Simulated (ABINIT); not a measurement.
Set up this calculation in ABINIT 10.8.3 (patched build), as the native input.

```
Task                : single point
Functional          : LDA
Potentials or basis : JTH PAW LDA v2.0
Cutoff              : 626 eV
k mesh              : 3 × 3 × 2
Occupations         : fermi-dirac, width 0.05 eV
Spin                : no spin polarisation
Fine-grid cutoff    : 1224.51 eV
```

The system is SnO.

```xyz
4
Lattice="3.8137 0.0000 0.0000 0.0000 3.8137 0.0000 0.0000 0.0000 4.8869" Properties=species:S:1:pos:R:3 pbc="T T T"
Sn    1.9068    0.0000    3.7367
Sn    0.0000    1.9068    1.1503
O     0.0000    0.0000    0.0000
O     1.9068    1.9068    0.0000
```

The cell is a database's computed one.

The input as run:

run.abi

```
pp_dirpath "./"
pseudos "Sn.LDA_PW-JTH.xml, O.LDA_PW-JTH.xml"

acell 3.81369522 3.81369522 4.8869133 Angstrom
rprim
     1.0000000000     0.0000000000     0.0000000000
     0.0000000000     1.0000000000     0.0000000000
     0.0000000000     0.0000000000     1.0000000000
ntypat 2
znucl 50 8
natom 4
typat 1 1 2 2
xred
     0.5000000000     0.0000000000     0.7646261400
     0.0000000000     0.5000000000     0.2353738600
     0.0000000000     0.0000000000     0.0000000000
     0.5000000000     0.5000000000     0.0000000000

ecut 625.861884 eV
pawecutdg 45.0

kptopt 1
ngkpt 3 3 2
nshiftk 1
shiftk 0.0 0.0 0.0

ixc 7

nband 24
occopt 3
tsmear 0.05 eV

nstep 100
tolvrs 1.0e-9

iomode 3
prtwf 0
prteig 0
prtebands 0
enunit 1
prtden 1
prtvha 1
prtvclmb 1
prtpot 1
```

Potentials or basis: JTH PAW LDA v2.0.

The run is started by

```console
$ abinit run.abi > log 2>&1
```

It gave:

```yaml
Pressure: -3.8 GPa
Largest_force: 0.209 eV/Å
Band_gap_on_the_k_mesh: 1.23 eV, indirect (least direct gap 2.05 eV)
Valence_electrons_inside_the_program's_atomic_spheres: Sn 11.90; O 4.52, 4.55
```

Caveat: the k mesh is coarse (spacing up to 0.64 Å⁻¹), so the values aren't converged; spin-orbit coupling is left out, which moves the levels of the heavy elements; an odd mesh through Γ misses points on the zone boundary, where band edges often lie.

Wall time 15 s on 1 thread of Intel(R) Xeon(R) Platinum 8488C (Sapphire Rapids), on a shared host, peak memory 0.09 GiB.
